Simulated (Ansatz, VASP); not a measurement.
# Si (Si(110)): VASP beside Ansatz

Aim: how closely do two programs agree when they are given the same cell, functional and k mesh?

Method: plane waves, with VASP 6.6.1 beside it; band structure at PBE, in Ansatz 0.2.0.

## Step 1: Starting point

The cell holds 18 atoms: 18 Si. Cell: a = 4.022 Å, b = 5.687 Å, c = 31.231 Å, α = 90.0°, β = 90.0°, γ = 90.0°. It derives from Si. As first built, before any earlier steps moved the atoms (in the runner's words): 9 layers, strained by +4 % in the plane. Vacuum lies along c.

## Step 2: VASP: band structure, PBE

A single point gives forces, pressure and levels at one fixed geometry, so differences don't come from the geometry; what else differs is listed under the comparison.

Lines of VASP's logs that name or quote its potential files are left out, and so is its time.

INCAR

```
SYSTEM = Si
PREC = Normal
ENCUT = 320
EDIFF = 1E-06
NELM = 120
ISMEAR = 0
SIGMA = 0.03
LREAL = Auto
ALGO = Fast
GGA = PE
NBANDS = 54
LORBIT = 11
LWAVE = .FALSE.
LCHARG = .TRUE.
KPAR = 2
IDIPOL = 3
LDIPOL = .TRUE.
DIPOL = 0.5 0.5 0.5
LVHAR = .TRUE.
LVACPOTAV = .TRUE.
NEDOS = 1500
```

POSCAR

```
Si
1.0
    4.0216247038      0.0000000000      0.0000000000
    0.0000000000      5.6874361989      0.0000000000
    0.0000000000      0.0000000000     31.2313523748
Si
18
Direct
    0.7500000000      0.4024530343      0.7324397527
    0.2500000000      0.5975469657      0.7324397527
    0.2500000000      0.8878423606      0.6808147070
    0.7500000000      0.1121576394      0.6808147070
    0.7500000000      0.3802472207      0.6219327015
    0.2500000000      0.6197527793      0.6219327015
    0.2500000000      0.8780257938      0.5608644569
    0.7500000000      0.1219742062      0.5608644569
    0.7500000000      0.3785019090      0.5000000000
    0.2500000000      0.6214980910      0.5000000000
    0.2500000000      0.8780257938      0.4391355431
    0.7500000000      0.1219742062      0.4391355431
    0.7500000000      0.3802472207      0.3780672985
    0.2500000000      0.6197527793      0.3780672985
    0.2500000000      0.8878423606      0.3191852930
    0.7500000000      0.1121576394      0.3191852930
    0.7500000000      0.4024530343      0.2675602473
    0.2500000000      0.5975469657      0.2675602473
```

KPOINTS

```
Automatic mesh
0
Gamma
6 4 1
0 0 0
```

KPOINTS_OPT

```
Line mode
14
Line-mode
Reciprocal
  0.00000000   0.00000000   0.00000000 GAMMA
  0.50000000   0.00000000   0.00000000 X

  0.50000000   0.00000000   0.00000000 X
  0.50000000   0.50000000   0.00000000 S

  0.50000000   0.50000000   0.00000000 S
  0.00000000   0.50000000   0.00000000 Y

  0.00000000   0.50000000   0.00000000 Y
  0.00000000   0.00000000   0.00000000 GAMMA

  0.00000000   0.00000000   0.00000000 GAMMA
  0.50000000   0.50000000   0.00000000 S
```

Potentials, in the order of the species: Si (PBE family, release 64).

The run is started by

```sh
$ mpirun -np 4 vasp_std
```

Numbers of over 12 decimals in the logs are rounded to 6 here.

The program printed:

```text
[banner, memory and clock lines left out]
running    4 mpi-ranks, on    1 nodes
 distrk:  each k-point on    2 cores,    2 groups
 distr:  one band on    1 cores,    2 groups

 POSCAR found type information on POSCAR Si
 POSCAR found :  1 types and      18 ions
 LDA part: xc-table for (Slater+PW92), standard interpolation
 POSCAR, INCAR and KPOINTS ok, starting setup
 FFT: planning ... GRIDC
 FFT: planning ... GRID_SOFT
 FFT: planning ... GRID
 WAVECAR not read
 entering main loop
       N       E                     dE             d eps       ncg     rms          rms(c)
DAV:   1     0.223147627141E+03    0.22315E+03   -0.18937E+04  1296   0.690E+02
DAV:   2    -0.716499007950E+02   -0.29480E+03   -0.28215E+03  1690   0.153E+02
DAV:   3    -0.936476565348E+02   -0.21998E+02   -0.21561E+02  1592   0.401E+01
DAV:   4    -0.945109463661E+02   -0.86329E+00   -0.85940E+00  1936   0.922E+00
DAV:   5    -0.945381766846E+02   -0.27230E-01   -0.27219E-01  1858   0.158E+00    0.137E+01
RMM:   6    -0.932249429699E+02    0.13132E+01   -0.10952E+00  1368   0.221E+00    0.819E+00
RMM:   7    -0.927349806754E+02    0.48996E+00   -0.23621E+00  1541   0.343E+00    0.781E-01
RMM:   8    -0.927295599266E+02    0.54207E-02   -0.18088E-01  1547   0.148E+00    0.448E-01
RMM:   9    -0.927311342566E+02   -0.15743E-02   -0.48336E-02  1647   0.733E-01    0.269E-01
RMM:  10    -0.927336229459E+02   -0.24887E-02   -0.13356E-02  1771   0.354E-01    0.164E-01
RMM:  11    -0.927334460544E+02    0.17689E-03   -0.40528E-03  1520   0.206E-01    0.811E-02
RMM:  12    -0.927336448549E+02   -0.19880E-03   -0.15844E-03  1793   0.118E-01    0.624E-02
RMM:  13    -0.927339302365E+02   -0.28538E-03   -0.51479E-04  1658   0.622E-02    0.115E-02
RMM:  14    -0.927340995355E+02   -0.16930E-03   -0.25340E-04  1767   0.350E-02    0.215E-02
RMM:  15    -0.927342662192E+02   -0.16668E-03   -0.44336E-05  1621   0.191E-02    0.510E-03
RMM:  16    -0.927343372319E+02   -0.71013E-04   -0.25627E-05  1531   0.108E-02    0.734E-03
RMM:  17    -0.927343712496E+02   -0.34018E-04   -0.89368E-06  1393   0.713E-03    0.166E-03
RMM:  18    -0.927343784791E+02   -0.72295E-05   -0.23028E-06  1172   0.392E-03    0.187E-03
RMM:  19    -0.927343912554E+02   -0.12776E-04   -0.21988E-06  1113   0.278E-03    0.922E-04
RMM:  20    -0.927343998497E+02   -0.85942E-05   -0.29865E-07   858   0.167E-03    0.865E-04
RMM:  21    -0.927344116294E+02   -0.11780E-04   -0.45629E-07   816   0.140E-03    0.319E-04
RMM:  22    -0.927344142359E+02   -0.26066E-05   -0.11562E-07   569   0.100E-03    0.131E-04
RMM:  23    -0.927344152058E+02   -0.96986E-06   -0.62054E-08   498   0.893E-04
|                                                                             |
|           W    W    AA    RRRRR   N    N  II  N    N   GGGG   !!!           |
|           W    W   A  A   R    R  NN   N  II  NN   N  G    G  !!!           |
|           W    W  A    A  R    R  N N  N  II  N N  N  G       !!!           |
|           W WW W  AAAAAA  RRRRR   N  N N  II  N  N N  G  GGG   !            |
|           WW  WW  A    A  R   R   N   NN  II  N   NN  G    G                |
|           W    W  A    A  R    R  N    N  II  N    N   GGGG   !!!           |
|                                                                             |
|     Did not find any points to average over, which means that no vacuum     |
|     field-free region was found. Please increase the size of  your cell     |
|     in the dimension of the dipole correction to obtain accurate            |
|     workfunction values.                                                    |
|                                                                             |

   1 F= -.92734415E+02 E0= -.92733258E+02  d E =-.231500E-02
 Start KPOINTS_OPT (optional k-point list driver)
k-point batch [1-12\70]
       N       E                     dE             ncg
DAV:   1    -0.797948163109E+02   -0.68538E+04     1296
DAV:   2    -0.346243548061E+04   -0.33826E+04     1706
DAV:   3    -0.371887210073E+04   -0.25644E+03     1552
DAV:   4    -0.372825312014E+04   -0.93810E+01     1848
DAV:   5    -0.372856991134E+04   -0.31679E+00     1816
DAV:   6    -0.372858358069E+04   -0.13669E-01     1930
DAV:   7    -0.372858407360E+04   -0.49290E-03     1824
DAV:   8    -0.372858410070E+04   -0.27107E-04     1664
DAV:   9    -0.372858410270E+04   -0.19961E-05     1288
DAV:  10    -0.372858410286E+04   -0.15783E-06     1016
[...]
k-point batch [61-70\70]
       N       E                     dE             ncg
DAV:   1     0.307038681735E+02   -0.12217E+05     1080
DAV:   2    -0.271194333009E+04   -0.27426E+04     1424
DAV:   3    -0.290558326822E+04   -0.19364E+03     1322
DAV:   4    -0.291226847967E+04   -0.66852E+01     1592
DAV:   5    -0.291246531958E+04   -0.19684E+00     1520
DAV:   6    -0.291247441730E+04   -0.90977E-02     1648
DAV:   7    -0.291247474802E+04   -0.33072E-03     1544
DAV:   8    -0.291247476342E+04   -0.15393E-04     1312
DAV:   9    -0.291247476455E+04   -0.11363E-05     1144
DAV:  10    -0.291247476466E+04   -0.10758E-06      960
```

From OUTCAR (step 2):

```text
ion  position               nearest neighbor table
   1  0.750  0.402  0.732-   2 2.30   2 2.30   4 2.31
   2  0.250  0.598  0.732-   1 2.30   1 2.30   3 2.31
   3  0.250  0.888  0.681-   2 2.31   4 2.38   4 2.38   6 2.39
   4  0.750  0.112  0.681-   1 2.31   3 2.38   3 2.38   5 2.39
   5  0.750  0.380  0.622-   4 2.39   8 2.41   6 2.43   6 2.43
   6  0.250  0.620  0.622-   3 2.39   7 2.41   5 2.43   5 2.43
   7  0.250  0.878  0.561-  10 2.40   6 2.41   8 2.44   8 2.44
   8  0.750  0.122  0.561-   9 2.40   5 2.41   7 2.44   7 2.44
   9  0.750  0.379  0.500-   8 2.40  12 2.40  10 2.44  10 2.44
  10  0.250  0.621  0.500-   7 2.40  11 2.40   9 2.44   9 2.44
  11  0.250  0.878  0.439-  10 2.40  14 2.41  12 2.44  12 2.44
  12  0.750  0.122  0.439-   9 2.40  13 2.41  11 2.44  11 2.44
  13  0.750  0.380  0.378-  16 2.39  12 2.41  14 2.43  14 2.43
  14  0.250  0.620  0.378-  15 2.39  11 2.41  13 2.43  13 2.43
  15  0.250  0.888  0.319-  18 2.31  16 2.38  16 2.38  14 2.39
  16  0.750  0.112  0.319-  17 2.31  15 2.38  15 2.38  13 2.39
  17  0.750  0.402  0.268-  18 2.30  18 2.30  16 2.31
  18  0.250  0.598  0.268-  17 2.30  17 2.30  15 2.31

  LATTYP: Found a simple orthorhombic cell.
 ALAT       =     4.0216247038
 B/A-ratio  =     1.4142135624
 C/A-ratio  =     7.7658545178

 Subroutine GETGRP returns: Found  8 space group operations
 (whereof  4 operations were pure point group operations)

The static configuration has the point symmetry C_2h.
 The point group associated with its full space group is D_2h.

 Found     12 irreducible k-points:

   k-points           NKPTS =     12   k-points in BZ     NKDIM =     12   number of bands    NBANDS=     54

   dimension x,y,z NGX =    18 NGY =   28 NGZ =  140
   dimension x,y,z NGXF=    36 NGYF=   56 NGZF=  280

   ENCUT  =  320.0 eV  23.52 Ry    4.85 a.u.   5.87  8.30 45.55*2*pi/ulx,y,z

   NELECT =      72.0000    total number of electrons

 k-points in reciprocal lattice and weights: Automatic mesh
   0.00000000  0.00000000  0.00000000       0.042
   0.16666667  0.00000000  0.00000000       0.083
   0.33333333  0.00000000  0.00000000       0.083
   0.50000000  0.00000000  0.00000000       0.042
   0.00000000  0.25000000  0.00000000       0.083
   0.16666667  0.25000000  0.00000000       0.167
   0.33333333  0.25000000  0.00000000       0.167
   0.50000000  0.25000000  0.00000000       0.083
   0.00000000  0.50000000  0.00000000       0.042
   0.16666667  0.50000000  0.00000000       0.083
   0.33333333  0.50000000  0.00000000       0.083
   0.50000000  0.50000000  0.00000000       0.042

 dipolmoment           0.000000      0.000000      0.000000 electrons x Angstroem

 average (electrostatic) potential at core
       1 -88.5645       2 -88.5645       3 -88.7110       4 -88.7110       5 -88.8034
       6 -88.8034       7 -88.8239       8 -88.8239       9 -88.8073      10 -88.8073
      11 -88.8239      12 -88.8239      13 -88.8034      14 -88.8034      15 -88.7110
      16 -88.7110      17 -88.5645      18 -88.5645

 E-fermi :   0.7410

 k-point     1 :       0.0000    0.0000    0.0000
  band No.  band energies     occupation
    ...
     32      -0.3187      2.00000
     33      -0.0663      2.00000
     34       0.1437      2.00000
     35       0.6458      1.99999
     36       0.6618      1.99981
     37       0.9197      0.00000
     38       1.0191      0.00000
     39       1.4669      0.00000
     40       1.8880      0.00000
     41       2.0309      0.00000
    ...

 k-point     2 :       0.1667    0.0000    0.0000
  band No.  band energies     occupation
    ...
     32      -0.9892      2.00000
     33      -0.7538      2.00000
     34      -0.2807      2.00000
     35       0.1740      2.00000
     36       0.2531      2.00000
     37       1.8764      0.00000
     38       2.0650      0.00000
     39       2.2554      0.00000
     40       2.2773      0.00000
     41       2.5275      0.00000
    ...

 k-point     3 :       0.3333    0.0000    0.0000
  band No.  band energies     occupation
    ...
     32      -1.4368      2.00000
     33      -1.3314      2.00000
     34      -0.5245      2.00000
     35      -0.0845      2.00000
     36       0.1207      2.00000
     37       1.3430      0.00000
     38       1.3804      0.00000
     39       1.5937      0.00000
     40       1.6573      0.00000
     41       2.1384      0.00000
    ...

  Total      -15.4163276     -5.4916909     -0.0936706      0.0000000      0.0000000      0.0000000
  in kB      -34.5766286    -12.3170810     -0.2100899      0.0000000      0.0000000      0.0000000
  external PRESSURE =     -15.7012665 kB  Pullay stress =       0.0000000 kB

  energy-cutoff  :      320.00
  volume of cell :      714.35
      direct lattice vectors                 reciprocal lattice vectors
     4.021624704  0.000000000  0.000000000     0.248655723  0.000000000  0.000000000
     0.000000000  5.687436199  0.000000000     0.000000000  0.175826148  0.000000000
     0.000000000  0.000000000 31.231352375     0.000000000  0.000000000  0.032019107

 POSITION                                       TOTAL-FORCE (eV/Angst)
 -----------------------------------------------------------------------------------
      3.01622      2.28893     22.87508        -0.000000     -0.005353      0.024924
      1.00541      3.39851     22.87508        -0.000000      0.005353      0.024924
      1.00541      5.04955     21.26276        -0.000000     -0.004274      0.015607
      3.01622      0.63789     21.26276         0.000000      0.004274      0.015607
      3.01622      2.16263     19.42380        -0.000000     -0.015396     -0.020719
      1.00541      3.52480     19.42380         0.000000      0.015396     -0.020719
      1.00541      4.99372     17.51656        -0.000000      0.005123     -0.015687
      3.01622      0.69372     17.51656         0.000000     -0.005123     -0.015687
      3.01622      2.15271     15.61568        -0.000000      0.003267      0.000000
      1.00541      3.53473     15.61568        -0.000000     -0.003267     -0.000000
      1.00541      4.99372     13.71480         0.000000      0.005123      0.015687
      3.01622      0.69372     13.71480        -0.000000     -0.005123      0.015687
      3.01622      2.16263     11.80755         0.000000     -0.015396      0.020719
      1.00541      3.52480     11.80755        -0.000000      0.015396      0.020719
      1.00541      5.04955      9.96859        -0.000000     -0.004274     -0.015607
      3.01622      0.63789      9.96859        -0.000000      0.004274     -0.015607
      3.01622      2.28893      8.35627        -0.000000     -0.005353     -0.024924
      1.00541      3.39851      8.35627        -0.000000      0.005353     -0.024924
 -----------------------------------------------------------------------------------
    total drift:                               -0.000000      0.000000      0.000000

  FREE ENERGIE OF THE ION-ELECTRON SYSTEM (eV)
  ---------------------------------------------------
  free  energy   TOTEN  =       -92.7344152058 eV

  energy  without entropy=      -92.7321002050  energy(sigma->0) =      -92.73325771

 vacuum level on the upper side and lower side of the slab         5.502         5.502

 total charge
# of ion       s       p       d       tot
------------------------------------------
    1        0.772   0.892   0.000   1.664
    2        0.772   0.892   0.000   1.664
    3        0.761   0.905   0.000   1.667
    4        0.761   0.905   0.000   1.667
    5        0.758   0.882   0.000   1.641
    6        0.758   0.882   0.000   1.641
    7        0.756   0.882   0.000   1.638
    8        0.756   0.882   0.000   1.638
    9        0.754   0.887   0.000   1.640
   10        0.754   0.887   0.000   1.640
   11        0.756   0.882   0.000   1.638
   12        0.756   0.882   0.000   1.638
   13        0.758   0.882   0.000   1.641
   14        0.758   0.882   0.000   1.641
   15        0.761   0.905   0.000   1.667
   16        0.761   0.905   0.000   1.667
   17        0.772   0.892   0.000   1.664
   18        0.772   0.892   0.000   1.664
--------------------------------------------------
tot         13.701  16.017   0.000  29.718

[... 3 further parts left out ...]
```

(Continued in part 2 of 2.)

[Lines on the potential files, build, host, timing and source positions are cut from VASP's logs without a mark.]

[Logs are printed without paths, hosts, clocks, repeated set-up lines and the standing remarks that a program may print on its own settings, such as how far it seeks lower states.]

[Hosts, paths, dates, database ids (printed as entryN), source tags and the programs' standing remarks are cut or masked in the printed files.]
